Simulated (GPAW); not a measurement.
# CaO (Fm-3m) in GPAW: reference runs

Aim: a first look at CaO with PBEsol, on the cell as given and on a disturbed one.

Everything below comes from runs of GPAW 26.7.0. Logs are shortened: lines on timing, memory, paths and dates and some standing lists are left out, and cuts for length are marked. The log counts tension as positive stress, the text compression.

**1. The crystal as given**

The structure is cubic, space group Fm-3m (No. 225). Conventional cell: a = 4.807 Å, b = 4.807 Å, c = 4.807 Å, α = 90.00°, β = 90.00°, γ = 90.00°. Around Ca (site symmetry m-3m) lie 6 O at 2.40 Å. O (site symmetry m-3m) is surrounded by 6 Ca at 2.40 Å.

The cell is a database's computed one.

**2. Single point, PBEsol**

Input file run.py:

```python
from ase import Atoms
from ase.dft.bandgap import bandgap
from ase.io import write
from ase.units import GPa
from gpaw import GPAW, PW, setup_paths

setup_paths.insert(0, '.')

atoms = Atoms(['Ca', 'O'],
              cell=[[0.0, 2.403555696, 2.403555696],
                    [2.403555696, 0.0, 2.403555696],
                    [2.403555696, 2.403555696, 0.0]],
              scaled_positions=[[0.0, 0.0, 0.0],
                                [0.5, 0.5, 0.5]],
              pbc=True)

calc = GPAW(mode=PW(800),
            xc='PBEsol',
            kpts={'size': (10, 10, 10), 'gamma': True},
            occupations={'name': 'fermi-dirac', 'width': 0.05},
            nbands=16,
            convergence={'density': 1e-05, 'energy': 1e-05},
            maxiter=150,
            txt='gpaw.txt')
atoms.calc = calc
energy = atoms.get_potential_energy()
forces = atoms.get_forces()
stress = atoms.get_stress()
calc.write('gs.gpw')
write('result.traj', atoms)
print(f'Energy: {energy:.6f} eV')
print('Forces (eV/A):')
print(forces.round(4))
print('Stress (GPa):', (stress / GPa).round(3))
print('Fermi level:', round(calc.get_fermi_level(), 4), 'eV')
print(f'Gap: {bandgap(calc)[0]:.4f} eV, direct: {bandgap(calc, direct=True)[0]:.4f} eV')
```

Potentials or basis: PAW data sets generated in the run's folder for this functional, pw.

Started as:

```
$ gpaw-setup -f PBEsol Ca O
$ OMP_NUM_THREADS=1 python run.py
```

gpaw.txt:

```text
__  _  _
 | _ |_)|_||  |
 |__||  | ||/\| - 26.7.0

Input parameters:
  mode=PW(ecut=800.0),
  convergence={'density': 1e-05, 'energy': 1e-05},
  kpts=MonkhorstPack(size=(10, 10, 10), gamma=True),
  maxiter=150,
  nbands=16,
  occupations=Occupations(name='fermi-dirac', width=0.05),
  xc=XC(name='PBEsol')

Diagonalizing LCAO Hamiltonian
Converting LCAO to pw mode

               O

       Ca

Atoms  # Å, Bohr magnetons
|   | symbol |        x |        y |        z |    initial magnetic moments |
|---|--------|----------|----------|----------|-----------------------------|
| 0 |     Ca | 0.000000 | 0.000000 | 0.000000 | ( 0.0000,  0.0000,  0.0000) |
| 1 |      O | 2.403556 | 2.403556 | 2.403556 | ( 0.0000,  0.0000,  0.0000) |

Unit cell  # Å
| periodic |        x |        y |        z |  lengths |    angles |
|----------|----------|----------|----------|----------|-----------|
|      yes | 0.000000 | 2.403556 | 2.403556 | 3.399141 | 60.000000 |
|      yes | 2.403556 | 0.000000 | 2.403556 | 3.399141 | 60.000000 |
|      yes | 2.403556 | 2.403556 | 0.000000 | 3.399141 | 60.000000 |

Number of symmetries: 48
Symmetry operations  # r_c * U_cc + t_c -> r_c
|    | kind |            matrix            |
|----|------|------------------------------|
|  0 |  σ   |  1, 0, 0,  1, 0,-1,  1,-1, 0 |
|  1 |  C2  |  1, 0, 0,  1,-1, 0,  1, 0,-1 |
|  2 |  E   |  1, 0, 0,  0, 1, 0,  0, 0, 1 |
|  3 |  σ   |  1, 0, 0,  0, 0, 1,  0, 1, 0 |
|  4 |  C4  |  1, 0,-1,  1, 0, 0,  1,-1, 0 |
|  5 |  S6  |  1, 0,-1,  1,-1, 0,  1, 0, 0 |
|  6 |  σ   |  1, 0,-1,  0, 1,-1,  0, 0,-1 |
|  7 |  C3  |  1, 0,-1,  0, 0,-1,  0, 1,-1 |
|  8 |  S6  |  1,-1, 0,  1, 0, 0,  1, 0,-1 |
|  9 |  C4  |  1,-1, 0,  1, 0,-1,  1, 0, 0 |
| 10 |  C3  |  1,-1, 0,  0,-1, 1,  0,-1, 0 |
| 11 |  σ   |  1,-1, 0,  0,-1, 0,  0,-1, 1 |
| 12 |  σ   |  0, 1, 0,  1, 0, 0,  0, 0, 1 |
| 13 |  C4  |  0, 1, 0,  0, 1,-1, -1, 1, 0 |
| 14 |  C3  |  0, 1, 0,  0, 0, 1,  1, 0, 0 |
| 15 |  S6  |  0, 1, 0, -1, 1, 0,  0, 1,-1 |
| 16 |  C2  |  0, 1,-1,  1, 0,-1,  0, 0,-1 |
| 17 |  σ   |  0, 1,-1,  0, 1, 0, -1, 1, 0 |
| 18 |  S4  |  0, 1,-1,  0, 0,-1,  1, 0,-1 |
| 19 |  C4  |  0, 1,-1, -1, 1, 0,  0, 1, 0 |
| 20 |  C3  |  0, 0, 1,  1, 0, 0,  0, 1, 0 |
| 21 |  σ   |  0, 0, 1,  0, 1, 0,  1, 0, 0 |
| 22 |  S6  |  0, 0, 1,  0,-1, 1, -1, 0, 1 |
| 23 |  C4  |  0, 0, 1, -1, 0, 1,  0,-1, 1 |
| 24 |  S4  |  0, 0,-1,  1, 0,-1,  0, 1,-1 |
| 25 |  C3  |  0, 0,-1,  0, 1,-1,  1, 0,-1 |
| 26 |  C2  |  0, 0,-1,  0,-1, 0, -1, 0, 0 |
| 27 |  S6  |  0, 0,-1, -1, 0, 0,  0,-1, 0 |
| 28 |  S4  |  0,-1, 1,  1,-1, 0,  0,-1, 0 |
| 29 |  C4  |  0,-1, 1,  0, 0, 1, -1, 0, 1 |
| 30 |  C2  |  0,-1, 1,  0,-1, 0,  1,-1, 0 |
| 31 |  σ   |  0,-1, 1, -1, 0, 1,  0, 0, 1 |
| 32 |  C3  |  0,-1, 0,  1,-1, 0,  0,-1, 1 |
| 33 |  S6  |  0,-1, 0,  0, 0,-1, -1, 0, 0 |
| 34 |  S4  |  0,-1, 0,  0,-1, 1,  1,-1, 0 |
| 35 |  C2  |  0,-1, 0, -1, 0, 0,  0, 0,-1 |
| 36 |  C2  | -1, 1, 0,  0, 1, 0,  0, 1,-1 |
| 37 |  S6  | -1, 1, 0,  0, 1,-1,  0, 1, 0 |
| 38 |  S4  | -1, 1, 0, -1, 0, 1, -1, 0, 0 |
| 39 |  C3  | -1, 1, 0, -1, 0, 0, -1, 0, 1 |
| 40 |  S6  | -1, 0, 1,  0, 0, 1,  0,-1, 1 |
| 41 |  C2  | -1, 0, 1,  0,-1, 1,  0, 0, 1 |
| 42 |  C3  | -1, 0, 1, -1, 1, 0, -1, 0, 0 |
| 43 |  S4  | -1, 0, 1, -1, 0, 0, -1, 1, 0 |
| 44 |  C2  | -1, 0, 0,  0, 0,-1,  0,-1, 0 |
| 45 |  i   | -1, 0, 0,  0,-1, 0,  0, 0,-1 |
| 46 |  σ   | -1, 0, 0, -1, 1, 0, -1, 0, 1 |
| 47 |  C2  | -1, 0, 0, -1, 0, 1, -1, 1, 0 |

BZ-sampling:
  Number of BZ points: 1000
  Number of IBZ points: 47

  Monkhorst-Pack size: [10, 10, 10]
  Monkhorst-Pack shift: [0.05, 0.05, 0.05]

K-points  # in reciprocal-cell coordinates
|     |                                coordinates |     weight |
|-----|--------------------------------------------|------------|
|   0 | (  0.00000000,   0.00000000,   0.00000000) | 0.00100000 |
|   1 | (  0.10000000,   0.10000000,   0.00000000) | 0.00600000 |
|   2 | (  0.10000000,   0.10000000,   0.10000000) | 0.00800000 |
|   3 | (  0.20000000,   0.10000000,   0.10000000) | 0.01200000 |
|   4 | (  0.20000000,   0.20000000,   0.00000000) | 0.00600000 |
|   5 | (  0.20000000,   0.20000000,   0.10000000) | 0.02400000 |
|   6 | (  0.20000000,   0.20000000,   0.20000000) | 0.00800000 |
|   7 | (  0.30000000,   0.20000000,   0.10000000) | 0.02400000 |
|   8 | (  0.30000000,   0.20000000,   0.20000000) | 0.02400000 |
|   9 | (  0.30000000,   0.30000000,   0.00000000) | 0.00600000 |
| ... |                                            |            |
|  46 | (  0.50000000,   0.50000000,   0.50000000) | 0.00400000 |

Plane wave coefficients: 1458
Cutoff: 800.0 eV

Spin-components: 1 (collinear spins)
Bands:           16
Projectors:      10
Spin-degeneracy: 2
Datatype:        complex128

Parallelization:
  kpt:    1
  domain: 1
  band:   1

Density:
  Valence electrons: 16.0
  Components: 1
  Grid points: [24 24 24]
  Charge: 0.0  # |e|

Potential:
  Grid points: [24 24 24]

species:
  Ca:
    name:    Calcium
    Z:       20.0
    valence: 10
    core:    10
    charge:  0.0  # [|e|]
    compensation charges:
      type: gauss
      rc: 0.37  # [Å]
      lmax: 2
    cutoffs:
      filter: 2.10  # [Å]
      core: 1.17  # [Å]
    projectors
    | kind |    occ | energy [eV] | rcut [Å] |
    |------|--------|-------------|----------|
    |   3s |  2.000 |     -46.952 |    1.175 |
    |   4s |  2.000 |      -3.764 |    1.175 |
    |   3p |  6.000 |     -27.950 |    1.154 |
    |    p |        |      -0.738 |    1.154 |
    |    d |        |       0.000 |    0.937 |

    Using partial waves for Ca as LCAO basis

  O:
    name:    Oxygen
    Z:       8.0
    valence: 6
    core:    2
    charge:  0.0  # [|e|]
    compensation charges:
      type: gauss
      rc: 0.21  # [Å]
      lmax: 2
    cutoffs:
      filter: 1.17  # [Å]
      core: 0.83  # [Å]
    projectors
    | kind |    occ | energy [eV] | rcut [Å] |
    |------|--------|-------------|----------|
    |   2s |  2.000 |     -23.808 |    0.688 |
    |   2p |  4.000 |      -8.972 |    0.598 |
    |    s |        |       3.404 |    0.688 |
    |    p |        |      18.239 |    0.598 |
    |    d |        |       0.000 |    0.619 |

    Using partial waves for O as LCAO basis

Reference energy: -20521.519516  # eV

eigensolver:
  PPCG
  Converge bands: occupied
  niter=2

density mixing:
  MSR1-Mixer
  Pratt-step length: 0.05
  Maximum mixing coefficient: 0.75
  Old densities: 10
  SVD Regularization: 0.005
  Good broyden scale: 1.0
  Trust region scale: 1.0
  Backstep threshold: 4.0
  History deletion threshold: 6.0
  Fourier metric: weight=20.0, sigma=0.015

occupation numbers:
  Fermi-Dirac:
    width: 0.0500  # eV

poisson solver:
  ecut: 6400.0  # eV

xc functional:
  name: PBEsol with 2 nearest neighbor stencil

convergence criteria:
- Maximum integral of absolute [dens]ity change: 1e-05 electrons / valence electron
- Maximum [total energy] change in last 3 cyles: 1e-05 eV / valence electron
- Maximum integral of absolute [eigenst]ate change: 4e-08 eV^2 / valence electron
maximum number of iterations: 150

SCF iterations
|iter     | |      energy | eigst |  dens |
|---------|-|-------------|-------|-------|
|iter:   1| |  -14.786627 | +0.59 |       |
|iter:   2| |  -14.455081 | -1.70 | -0.98 |
|iter:   3| |  -13.703079 | -1.28 | -1.04 |
|iter:   4| |  -13.698715 | -2.95 | -1.49 |
|iter:   5| |  -13.702699 | -3.63 | -1.72 |
|iter:   6| |  -13.702691 | -5.58 | -2.89 |
|iter:   7| |  -13.702707c| -5.94 | -3.23 |
|iter:   8| |  -13.702707c| -7.59c| -3.91 |
|iter:   9| |  -13.702707c| -8.35c| -4.94 |
|iter:  10| |  -13.702707c| -8.65c| -5.31c|

Converged in 10 steps
Energy contributions relative to reference atoms: (reference = -20521.519516)

Energy contributions:
  Kinetic:          12.928836
  Coulomb:         -10.577818
  Zero:             -0.445708
  External:          0.000000
  Xc:              -15.608017
  Entropy:          -0.000000
  Spinorbit:         0.000000
  ----------------------------
  Free energy:     -13.702707
  Extrapolated:    -13.702707

dipole moment: (-15.894228, -15.894228, -15.894228)  # |e|*Ang

Fermi level: 5.743
Eigenvalues  # (at kpt = [0.000, 0.000, 0.000])
| band index |      eig [eV] | occ [0-2] |
|------------|---------------|-----------|
|          0 |       -32.748 |     2.000 |
|          1 |       -13.622 |     2.000 |
|          2 |       -13.622 |     2.000 |
|          3 |       -13.622 |     2.000 |
|          4 |       -10.776 |     2.000 |
|          5 |         4.626 |     2.000 |
[... 8 lines left out ...]
|         14 |        19.375 |     0.000 |
|         15 |        27.193 |     0.000 |

Gap: 3.592 eV
Transition (v -> c):
  (s=0, k=0, n=7, [0.00, 0.00, 0.00]) -> (s=0, k=41, n=8, [0.50, 0.50, 0.00])
Direct/indirect transitions are different
Direct gap: 3.973 eV
Transition at: (s=0, k=41, n=7, [0.50, 0.50, 0.00])

Forces  # eV/Ang
|       x |        y |        z |
|---------|----------|----------|
| 0.00000 | -0.00000 | -0.00000 |  # Ca   0
| 0.00000 |  0.00000 |  0.00000 |  # O    1

Stress tensor  # eV/Ang^3
|        x |         y |         z |
|----------|-----------|-----------|
| 0.012929 |  0.000000 |  0.000000 |
| 0.000000 |  0.012929 | -0.000000 |
| 0.000000 | -0.000000 |  0.012929 |

# Writing to gs.gpw (mode='')
```

Wall time 13 s (1 thread of Intel Xeon 6975P-C (Granite Rapids), shared host); peak memory 0.17 GiB.

What came out:

| Quantity | Value |
| --- | --- |
| Free energy | -13.7027 eV |
| Pressure | -2.1 GPa |
| Band gap on the k mesh | 3.59 eV, indirect (least direct gap 3.97 eV) |

A k mesh can miss the band edges. PBEsol gaps usually lie below the measured ones, often by a third to a half.

**3. Single point, PBEsol (atoms moved at random, drawn with an rms of 0.05 Å)**

run.py: that of step 2 with these lines changed.

```diff
@@ -12,4 +12,4 @@
                     [2.403555696, 2.403555696, 0.0]],
-              scaled_positions=[[0.0, 0.0, 0.0],
-                                [0.5, 0.5, 0.5]],
+              scaled_positions=[[0.010868, -0.003936, -0.00569],
+                                [0.514541, 0.50652, 0.488573]],
               pbc=True)
```

Potentials or basis: PAW data sets generated in the run's folder for this functional, pw.

Started as:

```
$ gpaw-setup -f PBEsol Ca O
$ OMP_NUM_THREADS=1 python run.py
```

gpaw.txt:

```text
__  _  _
 | _ |_)|_||  |
 |__||  | ||/\| - 26.7.0

Input parameters:
  mode=PW(ecut=800.0),
  convergence={'density': 1e-05, 'energy': 1e-05},
  kpts=MonkhorstPack(size=(10, 10, 10), gamma=True),
  maxiter=150,
  nbands=16,
  occupations=Occupations(name='fermi-dirac', width=0.05),
  xc=XC(name='PBEsol')

Diagonalizing LCAO Hamiltonian
Converting LCAO to pw mode

               O

       Ca

Atoms  # Å, Bohr magnetons
|   | symbol |         x |        y |        z |    initial magnetic moments |
|---|--------|-----------|----------|----------|-----------------------------|
| 0 |     Ca | -0.023137 | 0.012446 | 0.016661 | ( 0.0000,  0.0000,  0.0000) |
| 1 |      O |  2.391761 | 2.411040 | 2.454177 | ( 0.0000,  0.0000,  0.0000) |

Unit cell  # Å
| periodic |        x |        y |        z |  lengths |    angles |
|----------|----------|----------|----------|----------|-----------|
|      yes | 0.000000 | 2.403556 | 2.403556 | 3.399141 | 60.000000 |
|      yes | 2.403556 | 0.000000 | 2.403556 | 3.399141 | 60.000000 |
|      yes | 2.403556 | 2.403556 | 0.000000 | 3.399141 | 60.000000 |

Number of symmetries: 1
[... 154 lines left out ...]
  Coulomb:         -10.598900
  Zero:             -0.446183
  External:          0.000000
  Xc:              -15.614039
  Entropy:          -0.000000
  Spinorbit:         0.000000
  ----------------------------
  Free energy:     -13.700785
  Extrapolated:    -13.700785

dipole moment: (15.619025, 0.147525, 0.182124)  # |e|*Ang

Fermi level: 5.739
Eigenvalues  # (at kpt = [0.000, 0.000, 0.000])
| band index |      eig [eV] | occ [0-2] |
|------------|---------------|-----------|
|          0 |       -32.747 |     2.000 |
|          1 |       -13.622 |     2.000 |
|          2 |       -13.621 |     2.000 |
|          3 |       -13.621 |     2.000 |
|          4 |       -10.775 |     2.000 |
|          5 |         4.621 |     2.000 |
[... 8 lines left out ...]
|         14 |        19.373 |     0.000 |
|         15 |        27.185 |     0.000 |

Gap: 3.598 eV
Transition (v -> c):
  (s=0, k=0, n=7, [0.00, 0.00, 0.00]) -> (s=0, k=498, n=8, [0.50, 0.50, 0.00])
Direct/indirect transitions are different
Direct gap: 3.975 eV
Transition at: (s=0, k=498, n=7, [0.50, 0.50, 0.00])

Forces  # eV/Ang
|        x |        y |        z |
|----------|----------|----------|
|  0.03325 | -0.01453 |  0.10054 |  # Ca   0
| -0.03324 |  0.01452 | -0.10049 |  # O    1

Stress tensor  # eV/Ang^3
|         x |         y |         z |
|-----------|-----------|-----------|
|  0.012881 | -0.000007 |  0.000053 |
| -0.000007 |  0.012979 | -0.000023 |
|  0.000053 | -0.000023 |  0.011912 |

# Writing to gs.gpw (mode='')
```

Run time: 1.8 min. Hardware: 1 thread of Intel Xeon 6975P-C (Granite Rapids), shared host; peak memory 0.48 GiB.

Results:

```yaml
Free_energy: -13.7008 eV
Pressure: -2.0 GPa
Largest_force: 0.107 eV/Å
Band_gap_on_the_k_mesh: 3.60 eV, indirect (least direct gap 3.98 eV)
```

Forces in eV/Å, atoms in the order of the input:
```
Ca   0.033 -0.015  0.101
O   -0.033  0.015 -0.100
```

Levels at points of the mesh, in eV from the valence-band top:
```tsv
k point	band 5	band 6	band 7	band 8	band 9	band 10	band 11	band 12
(0.00, 0.00, 0.00)	-15.40	0.00	0.00	0.00	4.58	6.22	6.22	6.22
(0.00, 0.00, 0.50)	-14.18	-2.67	-1.18	-1.18	7.03	8.24	8.35	8.41
(0.00, 0.50, 0.00)	-14.18	-2.67	-1.18	-1.18	7.03	8.28	8.35	8.39
(0.00, 0.50, 0.50)	-15.14	-1.33	-0.38	-0.38	3.61	8.03	8.89	9.54
(0.50, 0.00, 0.00)	-14.18	-2.67	-1.18	-1.18	7.03	8.24	8.35	8.42
(0.50, 0.00, 0.50)	-15.14	-1.33	-0.38	-0.38	3.61	8.03	8.89	9.54
(0.50, 0.50, 0.00)	-15.14	-1.32	-0.38	-0.38	3.60	8.03	8.88	9.54
(0.50, 0.50, 0.50)	-14.18	-2.67	-1.18	-1.18	7.03	8.26	8.35	8.40
```
